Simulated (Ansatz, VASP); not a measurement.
## AlN in VASP and in Ansatz

```
Al N
1.0
     0.00000    2.18399    2.18399
     2.18399    0.00000    2.18399
     2.18399    2.18399    0.00000
Al N
1 1
Direct
  0.00035 0.99402 0.01127
  0.24779 0.25620 0.24190
```

Change from the starting cell: atoms moved at random, drawn with an rms of 0.05 Å.

Alike in both runs: task single point; functional PBE; k mesh 10 × 10 × 10; occupations fermi-dirac, width 0.05 eV; no spin polarisation.

```csv
,VASP,Ansatz
version,VASP 6.6.1,Ansatz 0.2.0
potentials or method,"VASP PAW PBE potentials, release 64 (Al, N)",Ansatz PAW
plane-wave cutoff (eV),520,420
valence electrons in the cell,8,8
```

|  | VASP | Ansatz | Ansatz less VASP |
| --- | --- | --- | --- |
| gap on the k mesh at the Fermi level (eV) | 3.16 | 3.17 | +0.008 |
| least direct gap on the mesh (eV) | 4.03 | 4.03 | -0.010 |
| pressure (GPa) | 5.0 | 5.2 | +0.26 |
| largest component of the traceless stress (GPa) | 3.35 | 3.33 | -0.018 |
| rms of the force components (eV/Å) | 0.435 | 0.433 | -0.0013 |

Atom by atom the forces differ by 0.001 eV/Å (rms over components).

Caveats: the pressure holds a Pulay correction of +0.5 GPa for the finite cutoff (Ansatz). A k mesh can miss the band edges.
